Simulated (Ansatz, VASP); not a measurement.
## BP in VASP and in Ansatz

```
CELL_PARAMETERS angstrom
0.00000 2.28403 2.28403
2.28403 0.00000 2.28403
2.28403 2.28403 0.00000
ATOMIC_POSITIONS crystal
P 0.75000 0.75000 0.75000
B 0.00000 0.00000 0.00000
```

Alike in both runs: task single point; functional PBE; k mesh 10 × 10 × 10; occupations fermi-dirac, width 0.05 eV; no spin polarisation.

|  | VASP | Ansatz |
| --- | --- | --- |
| version | VASP 6.6.1 | Ansatz 0.2.0 |
| potentials or method | VASP PAW PBE potentials, release 64 (P, B) | Ansatz PAW soft_1 |
| plane-wave cutoff (eV) | 520 | 420 |
| valence electrons in the cell | 8 | 8 |

|  | VASP | Ansatz | Ansatz less VASP |
| --- | --- | --- | --- |
| gap on the k mesh at the Fermi level (eV) | 1.27 | 1.27 | +0.004 |
| least direct gap on the mesh (eV) | 3.37 | 3.38 | +0.003 |
| pressure (GPa) | -2.3 | -2.1 | +0.20 |

A k mesh can miss the band edges. PBE gaps usually lie below the measured ones, often by a third to a half.
